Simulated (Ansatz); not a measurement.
# BP (CsCl type): independent-particle optics

How does BP (CsCl type) absorb light if electrons and holes don't interact? Plan: optics with PBE on 8×8×8; optics with r2SCAN on 8×8×8.

Method: plane waves, PAW; no local fields, no excitons, in Ansatz 0.2.0.

1 further run of the same task is left out (it didn't finish). Runs told in other sessions of the task aren't counted.

## (1) Starting point

It takes space group Pm-3m (No. 221, cubic). The conventional cell has a = 2.708 Å, b = 2.708 Å, c = 2.708 Å, α = 90.00°, β = 90.00°, γ = 90.00°. Around B (site symmetry m-3m) lie 8 P at 2.35 Å. P (site symmetry m-3m) has 8 B at 2.35 Å in its first shell of neighbours.

Structure file:

```
B P
1.0
     2.70805    0.00000    0.00000
     0.00000    2.70805    0.00000
     0.00000    0.00000    2.70805
B P
1 1
Cartesian
  0.0000 0.0000 0.0000
  1.3540 1.3540 1.3540
```

Cell and atoms come from an earlier r2SCAN relaxation.

## (2) Optics, PBE

File input.yaml:

```yaml
crystal:
  lattice:
    - [2.7080526412, 0.0, 0.0]
    - [0.0, 2.7080526412, 0.0]
    - [0.0, 0.0, 2.7080526412]
  atoms:
    - { symbol: B, position: [0.0, 0.0, 0.0] }
    - { symbol: P, position: [0.5, 0.5, 0.5] }
kpoints:
  mp_grid: { grid: [8, 8, 8] }
hamiltonian:
  xc: pbe
scf:
  occupations: { method: fermi_dirac, width: 0.02 }
output:
  optics:
    e_range: [0, 12]
    de: 0.05
    sigma: 0.1
    bands: { spectra_wanted_up_to: 12 }
```

Command:

```bash
ansatz run input.yaml --threads 4 --pin off --max-ram 3686MiB --backend cpu --events-out ev --progress --plain --runs-dir out
```

What it wrote:

```text
Warning: RAYON_NUM_THREADS=4 ignored (pool sized by the plan → 4); use --threads N
Engine: ansatz 0.2.0, aarch64-unknown-linux-gnu
Pseudopotentials: kind: paw
Pseudopotential: B, paw, valence charge 3, recommended cutoff 420 eV (normal), B.paw.azcp
Pseudopotential: P, paw, valence charge 5, recommended cutoff 420 eV (normal), P.paw.azcp
Functional definition: PBE
  parameter kappa = 0.804
  parameter beta = 0.06672455060314922
  exchange = pbe_x(kappa = kappa, mu = beta*pi^2/3)
  correlation = pbe_c(beta = beta)
Crystal: 2 atoms, lattice volume = 19.860 Å³
Basis set: ecut = 420 eV, 389 PW (Γ)
Bands: 8, of which v1, the nominal top of the filled ones, is band 4 counted from 1 (3 counted from 0)
Symmetry: 48 space group operations
Space group: Pm-3m (ITA 221), of the structure as read, at distance tolerance 2.7e-5 Å
k-points: 35 of 512
Non-local potential: B, projectors of the file, l = 0: 2, l = 1: 2, l = 2: 1
Non-local potential: P, projectors of the file, l = 0: 2, l = 1: 2, l = 2: 2
PAW form: soft (Blöchl's): semilocal exchange-correlation on the pseudo side does not see the compensation charge
PAW one-centre angular grid: B, 110 points (default); XC on 64 Gauss nodes
PAW one-centre angular grid: P, 110 points (default); XC on 64 Gauss nodes
Initial density: superposition of atomic densities (neutral atoms: chi_scale 0, normalization atom), corrected by the library's trained network
Initial wavefunctions: pseudopotential atomic-orbital guess
Functional: x = pbe(κ = 0.804, μ = 0.2195149727645171), c = pbe(β = 0.06672455060314922)
SCF iter   1: F=—  HF=-908.746761 eV  |F-HF|=—  |Δ(HF+E_count)|=         —  Δρ=2.04e-3  dr2=4.98e-4  ethr=1.77e-3  ⟨swp⟩=6.1  Hψ=5059  notcnv=0  defer=2
automatic band count: the SCF goes on with 12 bands, as 8 were too few: the levels above may hold too much charge
preconditioner: auto → none  [insulator: Δε(μ)=0.046 eV  Ē_g=16.609 eV  σ=0.020 eV  W_gap=0.51  n_scr=6 (ndim 8)  ℏωp=23.6 eV  f_vac=0.000  D(μ)=1.79/eV (n_scr^D=26)  ε∞_Penn≈3.0]
SCF iter   2: F=—  HF=-908.746757 eV  |F-HF|=—  |Δ(HF+E_count)|=   3.57e-6  Δρ=9.62e-4  dr2=7.47e-5  ethr=6.23e-6  ⟨swp⟩=2.1  Hψ=831  notcnv=0  defer=45
SCF iter   3: F=—  HF=-908.746787 eV  |F-HF|=—  |Δ(HF+E_count)|=   2.91e-5  Δρ=1.69e-4  dr2=3.81e-6  ethr=9.34e-7  ⟨swp⟩=1.0  Hψ=319  notcnv=0  defer=45
SCF iter   4: F=—  HF=-908.746787 eV  |F-HF|=—  |Δ(HF+E_count)|=   6.60e-7  Δρ=2.47e-5  dr2=1.77e-7  ethr=4.76e-8  ⟨swp⟩=1.0  Hψ=319  notcnv=0  defer=45
SCF iter   5: F=—  HF=-908.746787 eV  |F-HF|=—  |Δ(HF+E_count)|=   2.25e-7  Δρ=5.43e-6  dr2=8.35e-9  ethr=2.21e-9  ⟨swp⟩=1.4  Hψ=359  notcnv=0  defer=45
SCF iter   6: F=-908.746787 eV  HF=-908.746787 eV  |F-HF|=1.82e-12  |Δ(HF+E_count)|=   2.69e-9  Δρ=1.65e-7  dr2=4.27e-12  ethr=1.00e-12  ⟨swp⟩=5.0  Hψ=1849  notcnv=0
SCF 1 converged in 6 iterations: F = -908.746787 eV  dr2 = 4.27e-12
NSCF: frozen V_eff on 35 k-points
Optics k sum: 0 of 35 k-points
[...]
output.optics: what the bands over the 13 summed would add to eps1, eps2 and the energy-loss function is held between a lower and an upper bound (6 Lanczos steps). eps1, eps2 and their loss function (loss_summed_bands) are given on every row as the summed bands alone make them. Along an axis, on a row where the two bounds hold the loss function to about 1 % of the greater of itself and 0.5 % of |1/eps|, its cell (loss_completed) is given, with the completed eps1 and eps2 that it is formed of (a cell that is left empty reads nan in the table and null in the record). The two bounds hold it so along every axis on all 240 rows up to 12.000 eV. The run works to bound the rows up to 12.000 eV and no higher ones: a peak of the loss function over that energy may be left empty with no warning. To have the run work for it, set output.optics.bands.spectra_wanted_up_to to a higher energy. perfect_screening_sum, loss_f_sum_n_eff and, beside carriers, perfect_screening_limit are those of loss_summed_bands: over the bounded function the two sums would run over rows that are not all bounded, and lack what the bands left out lay past the top of the energy grid. Bounded is said of the bands left out alone, which are those that the basis at basis.ecutwfc holds: it says nothing of that cutoff, of the k-point mesh, of what the sum inside its cells errs by (eps2_relative_error), of the factors of all_electron_strengths, nor of how far the SCF is converged. The bands left out are taken at the k-points, and what their mean over the points' cells stands off that by is in neither bound: the run's estimate of it, which the test of a row counts in, is 0.06 % of |eps| at the most among the values given; where the mean stood off by over 0.5 % the points' spread read 0.1 to 3 times that
SCF converged after 6 iterations
Free energy (F): -908.746787 eV
Harris-Foulkes:  -908.746787 eV  (|F-HF|=1.82e-12)
Internal energy: -908.744411 eV  (E = F + TS)
E sigma→0 (E₀):  -908.745599 eV
Entropy (-TS):   -0.002376 eV (-1.188 meV/atom)
Fermi energy:    12.390331 eV
--- Per-component energies (eV) ---
  E_band       = 46.045117
  E_kinetic    = 115.607074
  E_local      = -11.188022  (includes V_loc(G=0)·N_el)
  E_nonlocal   = 46.045057
  E_hartree    = 2.197264
  E_xc         = -93.517793
  E_vxc        = -99.019479  (∫ρ·V_xc dr)
  E_paw        = -647.448422  (= ΣΔE_a)
  E_vpaw       = -9.794046  (= ΣTr[D̂ρ^β])
  E_aug_tail   = 0.000001  (compensation charges beyond the density's cutoff)
  E_ewald      = -320.439571
  E_smearing   = -0.002376  (= −TS)
  E_closure    = 0.000000  (closes the sum)
  Σ components = -908.746787   (vs F -908.746787, Δ=0.00e0)
--- Band table (eV; the first three rows and the last of 35) ---
  k-point 0: bands = ["-4.8817", "11.2771", "11.2771", "11.2771", "14.6541", "16.7017", "16.7017", "23.3387", "23.3387", "23.3387", "29.9861", "29.9861"]
  k-point 1: bands = ["-4.5965", "8.9130", "11.5499", "11.5499", "15.1916", "16.9810", "19.0947", "22.3971", "22.3971", "22.8241", "30.0443", "30.0443"]
  k-point 2: bands = ["-3.7501", "5.5644", "12.3627", "12.3627", "15.8331", "17.7884", "20.2307", "20.2307", "21.1248", "23.9423", "29.0028", "30.4176"]
  k-point 34: bands = ["6.7855", "8.5825", "8.5825", "8.5825", "9.2461", "9.2461", "9.2461", "10.8396", "33.0294", "33.0294", "33.0294", "36.6643"]
```

It took 3.6 s on 4 threads of Arm Neoverse V2, shared host; peak memory 0.53 GiB.

optics.tsv begins:

```
# eps2_relative_error = 0.0050
# drude_weight_relative_error = 0.0500
# drude_damping_ev = 0e0
# drude_plasma_energy_squared_ev2(xx yy zz xy xz yz) = 308.980170 308.980170 308.980170 0.000000 0.000000 -0.000000
# drude_plasma_energy_ev(xx yy zz) = 17.577832 17.577832 17.577832
# f_sum_n_eff(xx yy zz) = 6.798725 6.798725 6.798725 of n_electrons = 8.000000
# n_bands = 13
# n_bands_set_by = photon_energy
# valid_up_to_ev = 16.414940
```

The dielectric function from optics.tsv (isotropic), one row in 8 (narrow peaks fall between the rows):

```csv
E (eV),ε₂ xx,ε₁ xx
0.05,83.21,-123200.00
0.45,170.19,-1636.30
0.85,67.36,-461.08
1.25,24.73,-230.29
1.65,9.43,-131.79
2.05,5.04,-84.06
2.45,3.10,-57.52
2.85,2.05,-40.90
3.25,1.47,-29.02
3.65,5.48,-18.83
4.05,10.79,-18.26
4.45,5.35,-18.98
4.85,3.32,-15.55
5.25,2.39,-11.75
5.65,4.85,-10.68
6.05,3.90,-10.37
6.45,2.91,-9.52
6.85,2.27,-8.46
7.25,1.80,-7.47
7.65,1.55,-6.60
8.05,1.40,-5.90
8.45,1.22,-5.40
8.85,1.03,-4.84
9.25,0.88,-4.37
9.65,0.80,-3.96
10.05,0.68,-3.59
10.45,0.59,-3.25
10.85,0.52,-2.94
11.25,0.46,-2.67
11.65,0.41,-2.42
```

Tallest peaks of ε₂: 401.1 at 0.30 eV, 72.7 at 0.75 eV.

## (3) Optics, r2SCAN

input.yaml, as its differences from that of step 2:

```diff
@@ -11,3 +11,3 @@
 hamiltonian:
-  xc: pbe
+  xc: r2scan
 scf:
@@ -20 +20,5 @@
     bands: { spectra_wanted_up_to: 12 }
+  write_density: true
+  write_potential: true
+  elf: true
+  volumetric_format: npy
```

Command:

```bash
ansatz run input.yaml --threads 4 --pin off --max-ram 3686MiB --backend cpu --events-out ev --progress --plain --runs-dir out
```

What it wrote:

```text
Warning: RAYON_NUM_THREADS=4 ignored (pool sized by the plan → 4); use --threads N
[... 2 set-up lines as earlier in the session ...]
Pseudopotential: B, paw, valence charge 3, recommended cutoff 500 eV (meta_gga), B.paw.azcp
Pseudopotential: P, paw, valence charge 5, recommended cutoff 500 eV (meta_gga), P.paw.azcp
Functional definition: r2SCAN
  parameter k0 = 0.174
  parameter k1 = 0.065
  parameter a1 = 4.9479
  exchange = r2scan_x(k0 = k0, k1 = k1, a1 = a1)
  correlation = r2scan_c
Crystal: 2 atoms, lattice volume = 19.860 Å³
Basis set: ecut = 500 eV, 485 PW (Γ), exchange–correlation on 80×80×80 points (64 copies of the dense FFT grid, shifted against one another)
Bands: 8, of which v1, the nominal top of the filled ones, is band 4 counted from 1 (3 counted from 0)
[... 2 set-up lines as earlier in the session ...]
k-points: 35 of 512
[... 3 set-up lines as earlier in the session ...]
PAW frozen core: B, regenerated for the run's functional (the file was generated under x = pbe(κ = 0.804, μ = 0.2195149727645171), c = pbe(β = 0.06672455060314922))
PAW frozen core: P, regenerated for the run's functional (the file was generated under x = pbe(κ = 0.804, μ = 0.2195149727645171), c = pbe(β = 0.06672455060314922))
PAW one-centre angular grid: B, 302 points (default); XC on 160 Gauss nodes
PAW one-centre angular grid: P, 302 points (default); XC on 160 Gauss nodes
[... 2 set-up lines as earlier in the session ...]
Functional: x = r2scan, c = r2scan; τ floored in thin density (d = 2e-4 eV/Å³)
SCF iter   1: F=—  HF=-912.421299 eV  |F-HF|=—  |Δ(HF+E_count)|=         —  Δρ=6.01e-3  dr2=5.71e-3  dr2_τ=3.68e-2  ethr=1.77e-3  ⟨swp⟩=6.2  Hψ=5408  notcnv=0  defer=2
automatic band count: the SCF goes on with 12 bands, as 8 were too few: the levels above may hold too much charge
preconditioner: auto → none  [metal: Δε(μ)=0.021 eV  Ē_g=17.712 eV  σ=0.020 eV  W_gap=0.25  n_scr=6 (ndim 8)  ℏωp=23.6 eV  f_vac=0.000  D(μ)=2.43/eV (n_scr^D=32)  sad-step TF]
SCF iter   2: F=—  HF=-912.448389 eV  |F-HF|=—  |Δ(HF+E_count)|=   2.71e-2  Δρ=4.04e-3  dr2=2.26e-3  dr2_τ=3.00e-5  ethr=7.14e-5  ⟨swp⟩=2.1  Hψ=1025  notcnv=0  defer=100
SCF iter   3: F=—  HF=-912.448281 eV  |F-HF|=—  |Δ(HF+E_count)|=   1.08e-4  Δρ=5.49e-4  dr2=4.72e-5  dr2_τ=1.13e-5  ethr=2.83e-5  ⟨swp⟩=2.1  Hψ=623  notcnv=0  defer=100
SCF iter   4: F=—  HF=-912.448384 eV  |F-HF|=—  |Δ(HF+E_count)|=   1.03e-4  Δρ=2.32e-4  dr2=5.98e-6  dr2_τ=1.02e-6  ethr=5.90e-7  ⟨swp⟩=2.0  Hψ=464  notcnv=0  defer=100
SCF iter   5: F=—  HF=-912.448402 eV  |F-HF|=—  |Δ(HF+E_count)|=   1.81e-5  Δρ=7.22e-5  dr2=5.30e-7  dr2_τ=6.64e-8  ethr=7.48e-8  ⟨swp⟩=2.0  Hψ=466  notcnv=0  defer=100
SCF iter   6: F=—  HF=-912.448402 eV  |F-HF|=—  |Δ(HF+E_count)|=   5.13e-7  Δρ=2.23e-5  dr2=4.06e-8  dr2_τ=3.19e-9  ethr=6.62e-9  ⟨swp⟩=2.0  Hψ=469  notcnv=0  defer=100
SCF iter   7: F=—  HF=-912.448402 eV  |F-HF|=—  |Δ(HF+E_count)|=   1.47e-7  Δρ=4.76e-6  dr2=1.75e-9  dr2_τ=1.65e-10  ethr=5.08e-10  ⟨swp⟩=2.0  Hψ=466  notcnv=0  defer=100
SCF iter   8: F=—  HF=-912.448403 eV  |F-HF|=—  |Δ(HF+E_count)|=   1.07e-8  Δρ=3.96e-7  dr2=1.42e-11  dr2_τ=1.20e-12  ethr=2.19e-11  ⟨swp⟩=2.0  Hψ=466  notcnv=0  defer=100
SCF iter   9: F=-912.448403 eV  HF=-912.448403 eV  |F-HF|=6.82e-13  |Δ(HF+E_count)|=  9.50e-11  Δρ=2.67e-8  dr2=8.50e-14  dr2_τ=2.64e-15  ethr=1.00e-12  ⟨swp⟩=6.2  Hψ=1623  notcnv=0
SCF 1 converged in 9 iterations: F = -912.448403 eV  dr2 = 8.50e-14
NSCF: frozen V_eff on 35 k-points
Optics k sum: 0 of 35 k-points
[...]
output.optics: what the bands over the 13 summed would add to eps1, eps2 and the energy-loss function is held between a lower and an upper bound (6 Lanczos steps). eps1, eps2 and their loss function (loss_summed_bands) are given on every row as the summed bands alone make them. Along an axis, on a row where the two bounds hold the loss function to about 1 % of the greater of itself and 0.5 % of |1/eps|, its cell (loss_completed) is given, with the completed eps1 and eps2 that it is formed of (a cell that is left empty reads nan in the table and null in the record). The two bounds hold it so along every axis on all 240 rows up to 12.000 eV. The run works to bound the rows up to 12.000 eV and no higher ones: a peak of the loss function over that energy may be left empty with no warning. To have the run work for it, set output.optics.bands.spectra_wanted_up_to to a higher energy. perfect_screening_sum, loss_f_sum_n_eff and, beside carriers, perfect_screening_limit are those of loss_summed_bands: over the bounded function the two sums would run over rows that are not all bounded, and lack what the bands left out lay past the top of the energy grid. Bounded is said of the bands left out alone, which are those that the basis at basis.ecutwfc holds: it says nothing of that cutoff, of the k-point mesh, of what the sum inside its cells errs by (eps2_relative_error), of the factors of all_electron_strengths, nor of how far the SCF is converged. The bands left out are taken at the k-points, and what their mean over the points' cells stands off that by is in neither bound: the run's estimate of it, which the test of a row counts in, is 0.05 % of |eps| at the most among the values given; where the mean stood off by over 0.5 % the points' spread read 0.1 to 3 times that
SCF converged after 9 iterations
Free energy (F): -912.448403 eV
Harris-Foulkes:  -912.448403 eV  (|F-HF|=6.82e-13)
Internal energy: -912.445504 eV  (E = F + TS)
E sigma→0 (E₀):  -912.446953 eV
Entropy (-TS):   -0.002898 eV (-1.449 meV/atom)
Fermi energy:    12.462692 eV
--- Per-component energies (eV) ---
  E_band       = 43.148779
  E_kinetic    = 115.002366
  E_local      = -9.732698  (includes V_loc(G=0)·N_el)
  E_nonlocal   = 45.146393
  E_hartree    = 2.099005
  E_xc         = -89.108598
  E_vxc        = -106.785842  (∫ρ·V_xc dr)
  E_paw        = -655.303116  (= ΣΔE_a)
  E_vpaw       = -10.220367  (= ΣTr[D̂ρ^β])
  E_aug_tail   = -0.000000  (compensation charges beyond the density's cutoff)
  E_vtau       = 5.540916  (kinetic-family band-sum trace: ∫τ·v_τ [+ j·A + Jᵃ·Aᵃ] dr)
  E_ewald      = -320.439571
  E_core_change = -0.109284  (= ΣΔE_core)
  E_smearing   = -0.002898  (= −TS)
  E_closure    = 0.000000  (closes the sum)
  Σ components = -912.448403   (vs F -912.448403, Δ=0.00e0)
--- Band table (eV; the first three rows and the last of 35) ---
  k-point 0: bands = ["-5.9112", "11.2613", "11.2613", "11.2613", "14.9837", "16.9647", "16.9647", "24.3033", "24.3033", "24.3033", "30.9576", "30.9576"]
  k-point 1: bands = ["-5.6071", "8.7406", "11.5524", "11.5524", "15.5400", "17.2612", "19.5510", "23.2444", "23.2444", "23.7243", "31.0819", "31.0819"]
  k-point 2: bands = ["-4.7033", "5.1703", "12.4206", "12.4206", "16.2289", "18.1191", "20.8627", "20.8627", "21.9194", "24.6881", "29.9971", "31.5656"]
  k-point 34: bands = ["6.6930", "8.3578", "8.3578", "8.3578", "9.1163", "9.1163", "9.1163", "10.6955", "34.5832", "34.5832", "34.5832", "38.0931"]
```

Wall time 4.4 s (4 threads of Arm Neoverse V2, shared host); peak memory 0.56 GiB.

From the head of optics.tsv:

```
# eps2_relative_error = 0.0085
# drude_weight_relative_error = 0.0500
# drude_damping_ev = 0e0
# drude_plasma_energy_squared_ev2(xx yy zz xy xz yz) = 338.588746 338.588746 338.588746 -0.000000 0.000000 -0.000000
# drude_plasma_energy_ev(xx yy zz) = 18.400781 18.400781 18.400781
# f_sum_n_eff(xx yy zz) = 7.238192 7.238192 7.238192 of n_electrons = 8.000000
# n_bands = 13
# n_bands_set_by = photon_energy
# valid_up_to_ev = 17.397350
```

The dielectric function from optics.tsv (isotropic), one row in 15 (narrow peaks fall between the rows):

```tsv
E (eV)	ε₂ xx	ε₁ xx
0.05	95.72	-134990.00
0.80	64.87	-544.02
1.55	11.44	-161.07
2.30	3.53	-71.19
3.05	1.63	-38.31
3.80	1.62	-19.73
4.55	8.31	-19.19
5.30	2.94	-13.47
6.05	4.34	-10.43
6.80	2.75	-9.13
7.55	1.79	-7.37
8.30	1.35	-5.92
9.05	1.11	-4.96
9.80	0.83	-4.11
10.55	0.66	-3.45
11.30	0.51	-2.88
```

Tallest peaks of ε₂: 425.2 at 0.25 eV, 64.9 at 0.80 eV.

## (4) The levels side by side

```tsv
level	mesh	tallest peak of ε₂	time
PBE	8×8×8	401.1 at 0.30 eV	3.6 s
r2SCAN	8×8×8	425.2 at 0.25 eV	4.4 s
```

## (5) Summary of results

| quantity | value |
| --- | --- |
| tallest peak of ε₂, PBE | 401.1 at 0.30 eV |
| tallest peak of ε₂, r2SCAN | 425.2 at 0.25 eV |

**Reading.** The bands overlap (by 6.0 to 6.4 eV on the mesh), so no ε∞ is quoted there; free carriers add a Drude term, which without damping shows in ε₁ alone. For such bands the peaks and the Drude weight on a 8×8×8 mesh aren't converged.
